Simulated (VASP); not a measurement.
A run of VASP 6.6.1 is set up as follows.

File INCAR:

```
SYSTEM = TiSi2
PREC = Accurate
ENCUT = 520
EDIFF = 1E-6
ISMEAR = 0
SIGMA = 0.5
LREAL = .False.
LASPH = .True.
NELM = 80
ALGO = Normal
ISIF = 2
LWAVE = .False.
LCHARG = .False.
GGA = PS
```

Contents of KPOINTS:

```
Automatic mesh
0
Gamma
  10 10 10
  0 0 0
```

The input POSCAR:

```
TiSi2
1.0
    0.0000000000      4.0920000000      4.2496400000
    2.3815600000      0.0000000000      4.2496400000
    2.3815600000      4.0920000000      0.0000000000
Ti Si
2 4
Direct
    0.5000000000      0.5000000000      0.5000000000
    0.7500000000      0.7500000000      0.7500000000
    0.8361600000      0.1638400000      0.8361600000
    0.1638400000      0.8361600000      0.1638400000
    0.0861600000      0.4138400000      0.0861600000
    0.4138400000      0.0861600000      0.4138400000
```

Potentials or basis: VASP PAW PBE potentials, release 64 (Ti_sv, Si).

Run with:

```console
$ cat potpaw_PBE.64/Ti_sv/POTCAR potpaw_PBE.64/Si/POTCAR > POTCAR
$ mpirun -np 1 vasp_std > vasp.out
```

Predict the largest force.

0.028 eV/Å.

What does it give for the band gap on the k mesh?

None (metal or under the smearing width).

Stress tensor (GPa, compression positive):
```
-0.09  0.00  0.00
 0.00  0.04  0.00
 0.00  0.00  0.75
```

Caveat: the PAW data sets were made with another functional, which shifts forces and pressure a little.
